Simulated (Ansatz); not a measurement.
The cell is COD entry 9008695, as deposited and not checked against the literature; nothing was relaxed. The listed cell was then made from it by scaling, straining or moving an atom.

PbSe: DFT, PBEsol, PAW with Ansatz's default frozen-core files, scalar-relativistic (Ansatz 0.2.0). What sets it apart from a plain run of this crystal: volume scaled by 0.99.

Command: `ansatz run input.yaml --threads 1 --pin off --max-ram 3072MiB --backend cpu --events-out ev --progress --plain --runs-dir out` The run took 3.5 s on 1 thread of Arm Neoverse V2, with other jobs on the host, peak memory 0.39 GiB.

```yaml
crystal:
  lattice:
    - [0.0, 3.0519086191, 3.0519086191]
    - [3.0519086191, 0.0, 3.0519086191]
    - [3.0519086191, 3.0519086191, 0.0]
  atoms:
    - { symbol: Pb, position: [0.0, 0.0, 0.0] }
    - { symbol: Se, position: [0.5, 0.5, 0.5] }
kpoints:
  mp_grid: { grid: [7, 7, 7] }
scf:
  occupations: { method: fermi_dirac, width: 0.02 }
hamiltonian:
  xc: pbesol
  pseudopotentials: { kind: paw }
output:
  forces: true
  stress: true
  eigenvalues: true
  efg: { contact_densities: true }
```

Output (standing set-up lines are left out):

```
Crystal: 2 atoms, lattice volume = 56.852 Å³
Space group: Fm-3m (ITA 225), of the structure as read, at distance tolerance 3.8e-5 Å
SCF iter   1: F=—  HF=-17180.221376 eV  |F-HF|=—  |Δ(HF+E_count)|=         —  Δρ=2.52e-3  dr2=6.89e-3  ethr=1.77e-3  ⟨swp⟩=6.3  Hψ=1847  notcnv=0
preconditioner: auto → none  [insulator: Δε(μ)=0.802 eV  Ē_g=15.244 eV  σ=0.020 eV  W_gap=1.00  n_scr=14 (ndim 8)  ℏωp=22.0 eV  f_vac=0.019  D(μ)=0.00/eV (n_scr^D=0)  ε∞_Penn≈3.1]
SCF iter   2: F=—  HF=-17180.218637 eV  |F-HF|=—  |Δ(HF+E_count)|=   2.74e-3  Δρ=1.15e-3  dr2=8.71e-4  ethr=2.30e-5  ⟨swp⟩=2.4  Hψ=727  notcnv=0
SCF iter   3: F=—  HF=-17180.218379 eV  |F-HF|=—  |Δ(HF+E_count)|=   2.58e-4  Δρ=3.64e-4  dr2=5.58e-5  ethr=2.90e-6  ⟨swp⟩=3.0  Hψ=750  notcnv=0
SCF iter   4: F=—  HF=-17180.218384 eV  |F-HF|=—  |Δ(HF+E_count)|=   5.26e-6  Δρ=1.29e-4  dr2=4.66e-6  ethr=1.86e-7  ⟨swp⟩=2.8  Hψ=676  notcnv=0
SCF iter   5: F=—  HF=-17180.218387 eV  |F-HF|=—  |Δ(HF+E_count)|=   3.00e-6  Δρ=2.12e-5  dr2=2.35e-7  ethr=1.55e-8  ⟨swp⟩=2.9  Hψ=678  notcnv=0
SCF iter   6: F=-17180.218387 eV  HF=-17180.218387 eV  |F-HF|=1.17e-8  |Δ(HF+E_count)|=   1.89e-7  Δρ=4.73e-6  dr2=1.05e-8  ethr=3.33e-10  ⟨swp⟩=5.1  Hψ=1730  notcnv=0
SCF 1 converged in 6 iterations: F = -17180.218387 eV  dr2 = 1.05e-8
  greatest PAW one-centre occupation: 1.000 electrons in one spin orbital (limit 2), on the Se atom at site 1 (counted from 0), in its partial waves of l = 2
SCF converged after 6 iterations
Free energy (F): -17180.218387 eV
Harris-Foulkes:  -17180.218387 eV  (|F-HF|=1.17e-8)
Internal energy: -17180.218387 eV  (E = F + TS)
E sigma→0 (E₀):  -17180.218387 eV
Fermi energy:    9.138324 eV
--- Per-component energies (eV) ---
  E_band       = -426.620307
  E_kinetic    = 406.174612
  E_local      = -3517.419450  (includes V_loc(G=0)·N_el)
  E_nonlocal   = -240.714226
  E_hartree    = 1635.407376
  E_xc         = -322.948884
  E_vxc        = -231.445726  (∫ρ·V_xc dr)
  E_paw        = -12121.454371  (= ΣΔE_a)
  E_vpaw       = -114.034958  (= ΣTr[D̂ρ^β])
  E_aug_tail   = -0.000518  (compensation charges beyond the density's cutoff)
  E_ewald      = -3020.333493
  E_core_change = 1.070567  (= ΣΔE_core)
  E_smearing   = -0.000000  (= −TS)
  E_closure    = -0.000000  (closes the sum)
  Σ components = -17180.218387   (vs F -17180.218387, Δ=0.00e0)
--- Forces (eV/Å), atoms counted from 1 ---
  atom   1  Pb    -0.00000000     0.00000000     0.00000000
  atom   2  Se     0.00000000    -0.00000000    -0.00000000
  max |Σ_I F_I| component: 1.62e-29 eV/Å
--- Stress (GPa, compression-positive) ---
       -0.102041      -0.000000       0.000000
       -0.000000      -0.102041      -0.000000
       -0.000000      -0.000000      -0.102041
  P = ⅓ Tr σ = -0.1020 GPa (-1.020 kbar)
--- PAW observables at the nuclei: V_zz in 10²¹ V/m², potentials from the cell's mean, atoms counted from 1 ---
  atom   1  Pb V_zz =    +0.000000   η = 0.0000   by run symmetry: forbidden
            electrostatic potential = -17478.454530 V   contact ρ = 16511951.788083 e/Å³
  atom   2  Se V_zz =    +0.000000   η = 0.0000   by run symmetry: forbidden
            electrostatic potential = -4712.730586 V   contact ρ = 262402.504000 e/Å³
--- Band table (eV; the first three rows and the last of 20) ---
  k-point 0: bands = ["-38.3159", "-38.3159", "-38.3135", "-38.3135", "-38.3135", "-7.7673", "-7.7673", "-7.7673", "-7.7669", "-7.7669", "-4.6773", "2.6954", "7.0941", "7.0941", "7.0941", "13.7057", "13.7057", "13.7057", "15.4436"]
  k-point 1: bands = ["-38.3159", "-38.3159", "-38.3135", "-38.3135", "-38.3135", "-7.7719", "-7.7719", "-7.7666", "-7.7607", "-7.7607", "-4.5206", "2.1802", "7.1484", "7.1484", "7.4499", "12.3833", "12.8555", "12.8555", "15.2105"]
  k-point 2: bands = ["-38.3159", "-38.3159", "-38.3134", "-38.3134", "-38.3134", "-7.7830", "-7.7830", "-7.7654", "-7.7460", "-7.7460", "-4.1045", "1.1271", "7.3040", "7.3040", "8.0982", "10.7296", "11.5827", "11.5827", "15.6080"]
  k-point 19: bands = ["-38.3159", "-38.3159", "-38.3134", "-38.3134", "-38.3134", "-7.8616", "-7.7689", "-7.7594", "-7.7469", "-7.7227", "-3.2013", "0.8623", "4.5628", "5.2429", "7.9238", "11.0414", "13.4875", "14.0923", "15.9145"]
```
